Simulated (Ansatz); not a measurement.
# GaP: the cell at several levels of theory

The task here is to estimate one member of a computed series from the others.

Code: Ansatz 0.2.0. PAW datasets, plane waves, zero pressure. Spin-unpolarised throughout; all numbers are computed.

### The structure to begin with

Space group F-43m (No. 216), cubic; conventional cell a = 5.451 Å, 20.24 Å³ an atom. Near Ga stand 4 P at 2.36 Å; near P stand 4 Ga at 2.36 Å.

The structure in full:

```cif
data_structure
_symmetry_space_group_name_H-M 'P 1'
_symmetry_Int_Tables_number 1
_cell_length_a 3.8541
_cell_length_b 3.8541
_cell_length_c 3.8541
_cell_angle_alpha 60.000
_cell_angle_beta 60.000
_cell_angle_gamma 60.000
_cell_volume 40.48
loop_
_atom_site_label
_atom_site_type_symbol
_atom_site_fract_x
_atom_site_fract_y
_atom_site_fract_z
_atom_site_occupancy
Ga1 Ga 0.00000 0.00000 0.00000 1
P1 P 0.25000 0.25000 0.25000 1
```

The first run:

input.yaml

```yaml
crystal:
  lattice:
    - [0.0, 2.72525, 2.72525]
    - [2.72525, 0.0, 2.72525]
    - [2.72525, 2.72525, 0.0]
  atoms:
    - { symbol: Ga, position: [0.0, 0.0, 0.0] }
    - { symbol: P, position: [0.25, 0.25, 0.25] }
kpoints:
  mp_grid: { grid: [8, 8, 8] }
hamiltonian:
  xc: pbe
scf:
  occupations: { method: fermi_dirac, width: 0.02 }
relax:
  f_tol: 0.005
  cell: {}
output:
  write_density: true
  write_potential: true
  elf: true
  volumetric_format: npy
```

Run with:

```console
$ ansatz run input.yaml --threads 2 --pin off --max-ram 4608MiB --backend cpu --events-out ev --progress --plain --runs-dir out
```

Among the steps run: Relaxing with PBE; r2SCAN: cell and atoms; Relaxation with PBEsol; LDA: cell and atoms; Relaxing with HSE06.

One table of the session follows, with a row left open; its other results are not shown here.

```
 level  a (Å)  volume (Å³/atom)
   PBE      ?                 ?
r2SCAN  5.451            20.244
PBEsol  5.439            20.108
   LDA  5.391            19.590
 HSE06  5.465            20.408
```

**Question.** Estimate the row for PBE.

As computed: a (Å): 5.505; volume (Å³/atom): 20.854. In the column «a (Å)» it is the highest.

In words: The first relaxation changed the volume by +3.0 % from the start. The volume runs from LDA (least) to PBE (most), a spread of 6.5 %, or 2.1 % in length if all axes shared it alike. A measured a is 5.4505 Å (298 K; a printed reference work, textbook); the misses are PBE +1.0 %, r2SCAN +0.0 %, PBEsol -0.2 %, LDA -1.1 %, HSE06 +0.3 %. The calculation is for a static lattice, without the thermal expansion and zero-point motion that a deposited cell holds. The meshes differ: PBE 8×8×8, r2SCAN 8×8×8, PBEsol 8×8×8, LDA 8×8×8, HSE06 6×6×6.

**Measured values.**

From a printed reference work, textbook, for a bulk crystal of GaP at 298 K: lattice constant a 5.4505 ± 0.0002 Å.
